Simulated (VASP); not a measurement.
Here is a VASP 6.6.1 calculation.

The input INCAR:

```
ALGO = Normal
EDIFF = 1E-6
ENCUT = 520
GGA = PE
ISIF = 2
ISMEAR = 0
LASPH = T
LCHARG = F
LREAL = F
LWAVE = F
NELM = 100
PREC = Accurate
SIGMA = 0.013000000000000001
```

The input KPOINTS:

```
k-points
0
Gamma
  10 10 2
```

Contents of POSCAR:

```
SiC
1.0
    3.0950000000      0.0000000000      0.0000000000
   -1.5475000000      2.6803486247      0.0000000000
    0.0000000000      0.0000000000     15.1700000000
Si C
6 6
Direct
    0.6666666667      0.3333333333      0.4583000000
    0.3333333333      0.6666666667      0.9583000000
    0.6666666667      0.3333333333      0.7917000000
    0.3333333333      0.6666666667      0.2917000000
    0.0000000000      0.0000000000      0.6250000000
    0.0000000000      0.0000000000      0.1250000000
    0.6666666667      0.3333333333      0.3333000000
    0.3333333333      0.6666666667      0.8333000000
    0.6666666667      0.3333333333      0.6667000000
    0.3333333333      0.6666666667      0.1667000000
    0.0000000000      0.0000000000      0.5000000000
    0.0000000000      0.0000000000      0.0000000000
```

Potentials or basis: VASP PAW PBE potentials, release 64 (Si, C).

The run is started by

```bash
$ cat potpaw_PBE.64/Si/POTCAR potpaw_PBE.64/C/POTCAR > POTCAR
$ mpirun -np 1 vasp_std > vasp.out
```

Question: Estimate the largest force.

Answer: 0.142 eV/Å.

Question: Estimate the band gap on the k mesh.

Answer: 2.02 eV, indirect (least direct gap 3.12 eV).

Question: Estimate the pressure.

Answer: 0.2 GPa.

Forces in eV/Å, atoms in the order of the input:
```
Si   0.000  0.000  0.054
Si   0.000  0.000  0.054
Si   0.000  0.000  0.025
Si   0.000  0.000  0.025
Si   0.000  0.000  0.043
Si   0.000  0.000  0.043
C    0.000  0.000 -0.014
C    0.000  0.000 -0.014
C    0.000  0.000  0.034
C    0.000  0.000  0.034
C    0.000  0.000 -0.142
C    0.000  0.000 -0.142
```

A k mesh can miss the band edges. A hybrid or GW would open this gap; PBE tends to underestimate it.
